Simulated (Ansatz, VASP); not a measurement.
This is a calculation of TiSi2 for Ansatz 0.2.0.

The input input.yaml:

```yaml
crystal:
  lattice:
    - [4.4322076543, 0.0, 0.0]
    - [-2.2161038272, 3.8384050593, 0.0]
    - [0.0, 0.0, 2.5947113648]
  atoms:
    - { symbol: Ti, position: [0.0, 0.0, 0.0] }
    - { symbol: Si, position: [0.33333, 0.66667, 0.5] }
    - { symbol: Si, position: [0.66667, 0.33333, 0.5] }
hamiltonian:
  xc: pbe
  pseudopotentials: { kind: paw }
kpoints:
  mp_grid: { grid: [7, 7, 10] }
scf:
  occupations: { method: fermi_dirac, width: 0.05 }
output:
  forces: true
  stress: true
  eigenvalues: true
```

Potentials or basis: Ansatz PAW.

Launch:

```console
$ ansatz run input.yaml --threads 1 --pin off --max-ram 3584MiB --backend cpu --events-out ev --progress --plain --runs-dir out
```

Task: Translate it to VASP 6.6.1. Potentials there: VASP PAW PBE potentials, release 64 (Ti_sv, Si).

Result: As run (the cutoff follows the program's own potentials):

INCAR

```
SYSTEM = TiSi2
PREC     = Accurate       ! precision mode
ENCUT    = 520            ! plane-wave cutoff, eV
EDIFF    = 1E-7           ! SCF threshold, eV
ISMEAR   = -1             ! smearing method
SIGMA    = 0.05           ! smearing width, eV
LREAL    = .FALSE.        ! projectors in reciprocal space
LASPH    = .TRUE.         ! aspherical terms in the spheres
NELM     = 100            ! most SCF steps
ALGO     = Normal         ! electronic algorithm
ISIF     = 2              ! what is computed and relaxed
LWAVE    = .FALSE.        ! write WAVECAR
LCHARG   = .FALSE.        ! write CHGCAR
GGA      = PE             ! functional
NBANDS   = 17             ! bands
```

KPOINTS

```
regular mesh
0
G
  7 7 10
  0 0 0
```

File POSCAR:

```
TiSi2
1.0
    4.4322076543      0.0000000000      0.0000000000
   -2.2161038272      3.8384050593      0.0000000000
    0.0000000000      0.0000000000      2.5947113648
Ti Si
1 2
Direct
    0.0000000000      0.0000000000      0.0000000000
    0.3333300000      0.6666700000      0.5000000000
    0.6666700000      0.3333300000      0.5000000000
```

Potentials or basis: VASP PAW PBE potentials, release 64 (Ti_sv, Si).

Run with:

```console
$ cat potpaw_PBE.64/Ti_sv/POTCAR potpaw_PBE.64/Si/POTCAR > POTCAR
$ mpirun -np 1 vasp_std > vasp.out
```

Both were run:

|  | VASP | Ansatz | Ansatz less VASP |
| --- | --- | --- | --- |
| gap on the k mesh at the Fermi level (eV) | none | none | - |
| pressure (GPa) | -4.9 | -4.9 | +0.04 |
| largest component of the traceless stress (GPa) | 0.89 | 0.89 | +0.003 |

A gap of «none» marks a metal or a gap that the smearing closes. With one functional, cell and mesh, what is left measures potentials, basis and numerics.
